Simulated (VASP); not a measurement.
## AlRu (Pm-3m): a series in biaxial strain in the (001) plane

Wanted: the elastic response of AlRu to biaxial strain in the (001) plane, with a fit that predicts a row left out.

Method: PBEsol; plane waves and PAW (Ru_pv, Al); cell typed or built by script, in the first sound run; inputs show where later runs differ, in VASP 6.6.1.

## Step 1: The structure

The structure is cubic, space group Pm-3m (No. 221). The conventional cell has a = 2.990 Å, b = 2.990 Å, c = 2.990 Å, α = 90.00°, β = 90.00°, γ = 90.00°. Ru has 8 Al at 2.59 Å nearest. Nearest to Al lie 8 Ru at 2.59 Å. Farther neighbours are not listed.

## Step 2: Relax the crystal, PBEsol

The series starts from the cell that this level prefers, so that zero strain is near zero stress.

This step took 2 runs in a row; the last is shown.

Level: PBEsol; plane waves and PAW (Ru_pv, Al); cell typed or built by script.

Contents of INCAR:

```
SYSTEM = AlRu
PREC = Accurate
ENCUT = 450
EDIFF = 1E-07
NELM = 120
ISMEAR = 1
SIGMA = 0.15
LREAL = .FALSE.
ALGO = Normal
GGA = PS
NBANDS = 14
LASPH = .TRUE.
LORBIT = 11
LWAVE = .FALSE.
LCHARG = .FALSE.
KPAR = 8
IBRION = 2
NSW = 40
ISIF = 3
EDIFFG = -0.005
POTIM = 0.4
```

Contents of POSCAR:

```
AlRu
1.0
    2.9762057712      0.0000000000      0.0000000000
    0.0000000000      2.9762057712      0.0000000000
    0.0000000000      0.0000000000      2.9762057712
Ru Al
1 1
Direct
    0.0000000000      0.0000000000      0.0000000000
    0.5000000000      0.5000000000      0.5000000000
```

Contents of KPOINTS:

```
Automatic mesh
0
Gamma
17 17 17
0 0 0
```

PAW data sets: Ru_pv and Al (PBE family, release 64).

Started as:

```console
mpirun -np 8 vasp_std
```

Output:

```text
[banner, memory and clock lines left out]
running    8 mpi-ranks, on    1 nodes
[...]
|                                                                             |
|           W    W    AA    RRRRR   N    N  II  N    N   GGGG   !!!           |
|           W    W   A  A   R    R  NN   N  II  NN   N  G    G  !!!           |
|           W    W  A    A  R    R  N N  N  II  N N  N  G       !!!           |
|           W WW W  AAAAAA  RRRRR   N  N N  II  N  N N  G  GGG   !            |
|           WW  WW  A    A  R   R   N   NN  II  N   NN  G    G                |
|           W    W  A    A  R    R  N    N  II  N    N   GGGG   !!!           |
|                                                                             |
|     For optimal performance we recommend to set                             |
|       NCORE = 2 up to number-of-cores-per-socket                            |
|     NCORE specifies how many cores store one orbital (NPAR=cpu/NCORE).      |
|     This setting can greatly improve the performance of VASP for DFT.       |
[...]
|     You enforced a specific xc type in the INCAR file but a different       |
|     [... a line on the potential file left out ...]
|     I HOPE YOU KNOW WHAT YOU ARE DOING!                                     |
|                                                                             |

 LDA part: xc-table for (Slater+PW92), standard interpolation
 POSCAR, INCAR and KPOINTS ok, starting setup
[...]
entering main loop
       N       E                     dE             d eps       ncg     rms          rms(c)
DAV:   1     0.102426649373E+03    0.10243E+03   -0.84816E+03  4684   0.101E+03
DAV:   2    -0.145934868493E+02   -0.11702E+03   -0.11225E+03  5124   0.299E+02
DAV:   3    -0.163042535023E+02   -0.17108E+01   -0.16944E+01  5870   0.379E+01
DAV:   4    -0.163172381809E+02   -0.12985E-01   -0.12981E-01  5478   0.343E+00
[...]
DAV:  11    -0.155160721352E+02    0.16713E-05   -0.38679E-06  5922   0.237E-02    0.656E-03
DAV:  12    -0.155160716823E+02    0.45287E-06   -0.94857E-08  4382   0.309E-03    0.300E-04
DAV:  13    -0.155160716941E+02   -0.11837E-07   -0.55237E-09  4152   0.654E-04
   1 F= -.15516072E+02 E0= -.15516040E+02  d E =-.155161E+02
[...]
reached required accuracy - stopping structural energy minimisation
```

Elapsed: 12 s, on 8 MPI ranks of AMD EPYC 7R43, shared host; peak memory 1.1 GiB.

The logs omit lines about the potential files and the build; timing stands in the text.

From OUTCAR (step 2):

```text
  Total       -0.0020657     -0.0020657     -0.0020657     -0.0000000      0.0000000     -0.0000000
  in kB       -0.1255424     -0.1255424     -0.1255424     -0.0000000      0.0000000     -0.0000000
  external PRESSURE =      -0.1255424 kB  Pullay stress =       0.0000000 kB

 POSITION                                       TOTAL-FORCE (eV/Angst)
 -----------------------------------------------------------------------------------
      0.00000      0.00000      0.00000         0.000000      0.000000      0.000000
      1.48810      1.48810      1.48810         0.000000      0.000000      0.000000
 -----------------------------------------------------------------------------------
    total drift:                               -0.000000      0.000000      0.000000

  FREE ENERGIE OF THE ION-ELECTRON SYSTEM (eV)
  ---------------------------------------------------
  free  energy   TOTEN  =       -15.5160716941 eV

  energy  without entropy=      -15.5159778028  energy(sigma->0) =      -15.51604040

 reached required accuracy - stopping structural energy minimisation

[... 3 further parts left out ...]
[key lines of the parts left out:]
E-fermi :  10.8164
```

Read from the output:

| Quantity | Value |
| --- | --- |
| energy(sigma→0) of the program | -15.5160 eV |
| stress, compression positive | xx, yy, zz -0.01, -0.01, -0.01 GPa |
| volume | 26.363 Å³ |
| ionic steps | 1 |

## Step 3: Strain along the normal, PBEsol

One member in full: the plane is strained by -1 %, and the strain along the normal is moved by secant steps until the normal stress is under 0.012 GPa or five steps are spent; the atoms relax at each step.

This step took 3 runs, each at a new trial strain with the atoms of the one before; the last is shown.

Level: PBEsol; plane waves and PAW (Ru_pv, Al); cell typed or built by script.

Changes to INCAR since step 2:

```diff
@@ -15,7 +15,7 @@
 LCHARG = .FALSE.
-KPAR = 8
-IBRION = 2
-NSW = 40
-ISIF = 3
-EDIFFG = -0.005
-POTIM = 0.4
+KPAR = 2
+IBRION = 1
+NSW = 25
+ISIF = 2
+EDIFFG = -0.004
+POTIM = 0.3
```

Contents of POSCAR:

```
AlRu
1.0
    2.9464437130      0.0000000000      0.0000000000
    0.0000000000      2.9464437130      0.0000000000
    0.0000000000      0.0000000000      3.0052752400
Ru Al
1 1
Direct
    0.0000000000      0.0000000000      0.0000000000
    0.5000000000      0.5000000000      0.5000000000
```

KPOINTS is that of step 2.

Started as:

```console
mpirun -np 2 vasp_std
```

Output:

```text
[banner, memory and clock lines left out]
running    2 mpi-ranks, on    1 nodes
[...]
[... a notice as in an earlier step ...]

 LDA part: xc-table for (Slater+PW92), standard interpolation
 POSCAR, INCAR and KPOINTS ok, starting setup
[...]
entering main loop
       N       E                     dE             d eps       ncg     rms          rms(c)
DAV:   1     0.103585526318E+03    0.10359E+03   -0.85512E+03 11468   0.102E+03
DAV:   2    -0.145890551259E+02   -0.11817E+03   -0.11358E+03 12534   0.301E+02
DAV:   3    -0.163001723745E+02   -0.17111E+01   -0.16966E+01 14412   0.382E+01
DAV:   4    -0.163131802923E+02   -0.13008E-01   -0.13004E-01 13362   0.346E+00
[...]
DAV:  12    -0.155100875705E+02    0.29701E-06   -0.11015E-07 10908   0.347E-03    0.127E-03
DAV:  13    -0.155100874662E+02    0.10433E-06   -0.10108E-08 10650   0.959E-04    0.254E-04
DAV:  14    -0.155100874602E+02    0.60247E-08   -0.17844E-09 10032   0.384E-04
   1 F= -.15510087E+02 E0= -.15509957E+02  d E =-.155101E+02
 BRION: g(F)=  0.000E+00 g(S)=  0.000E+00
 reached required accuracy - stopping structural energy minimisation
```

Run time: 44 s. Hardware: 2 MPI ranks; peak memory 0.39 GiB.

OUTCAR, selected parts (step 3):

```text
  Total        0.5792425      0.5792425     -0.0003386      0.0000000      0.0000000      0.0000000
  in kB       35.5705407     35.5705407     -0.0207916      0.0000000      0.0000000      0.0000000
  external PRESSURE =      23.7067633 kB  Pullay stress =       0.0000000 kB

 POSITION                                       TOTAL-FORCE (eV/Angst)
 -----------------------------------------------------------------------------------
      0.00000      0.00000      0.00000         0.000000      0.000000      0.000000
      1.47322      1.47322      1.50264         0.000000      0.000000      0.000000
 -----------------------------------------------------------------------------------
    total drift:                               -0.000000      0.000000     -0.000000

  FREE ENERGIE OF THE ION-ELECTRON SYSTEM (eV)
  ---------------------------------------------------
  free  energy   TOTEN  =       -15.5100874602 eV

  energy  without entropy=      -15.5096966217  energy(sigma->0) =      -15.50995718

[... 1 part as in an earlier step ...]

[... 3 further parts left out ...]
[key lines of the parts left out:]
E-fermi :  10.9680
```

Read from the output:

```
energy(sigma→0) of the program : -15.5100 eV
stress, compression positive   : xx, yy, zz 3.56, 3.56, 0.00 GPa
ionic steps                    : 1
```

## Step 4: All members

The other members went through these steps as far as the tables show, with the same cutoff and, step by step, the same mesh; 26 runs are not shown. The session took 0.85 core hours (wall time by ranks) on a shared machine.

| in-plane strain (%) | strain along the normal (%) | in-plane stress, tension positive (GPa) | energy above the unstrained row, extrapolated to no smearing (meV/atom) |
| --- | --- | --- | --- |
| -2.000 | 2.026 | -7.307 | 12.156 |
| -1.500 | 1.492 | -5.412 | 6.825 |
| -1.000 | 0.977 | -3.557 | 3.041 |
| -0.500 | 0.480 | ? | ? |
| 0 | -0.004 | 0.005 | 0.000 |
| 0.500 | -0.478 | 1.698 | 0.668 |
| 1.000 | -0.943 | 3.321 | 2.708 |
| 1.500 | -1.399 | 4.885 | 6.039 |
| 2.000 | -1.843 | 6.400 | 10.644 |

## Step 5: A fit to the known rows

Fitting a parabola to the 8 known rows (e: strain in %) gives stress = − 0.1149 e² + 3.430 e + 0.001534 in GPa; the residuals are 0.0082 GPa r.m.s.

At e = -0.5 this predicts -1.742 GPa.

## Step 6: Prediction against calculation

The calculation gives -1.748 GPa, so the prediction is 0.006 GPa too high, within twice the residual of the fit.

Slopes at zero strain, from cubics through all rows: strain ratio -0.958, stress over strain 344 GPa.

## Step 7: Outcome

```json
{
  "error of the predicted stress": "0.006 GPa",
  "ratio of normal to in-plane strain": "-0.958",
  "biaxial modulus": "344 GPa"
}
```

As a check, the curvature of the energy gives 349 GPa for the same modulus (energy per volume = M × strain²), 1 % from the slope of the stress; these energies are extrapolated to no smearing, while the stress belongs to the free energy, so part of the difference may come from that. These are static values: temperature and zero-point motion are left out. In a metal the slopes also depend on mesh and smearing, which were held through the series.

[Lines on the potential files, build, host, timing and source positions are cut from VASP's logs without a mark.]

[Logs are printed without paths, hosts, clocks, repeated set-up lines and the standing remarks that a program may print on its own settings, such as how far it seeks lower states.]

[Hosts, paths, dates, database ids (printed as entryN), source tags and the programs' standing remarks are cut or masked in the printed files.]

[In band tables of VASP the shares of atoms and orbitals are scaled to a sum of 1 inside the atoms' spheres.]
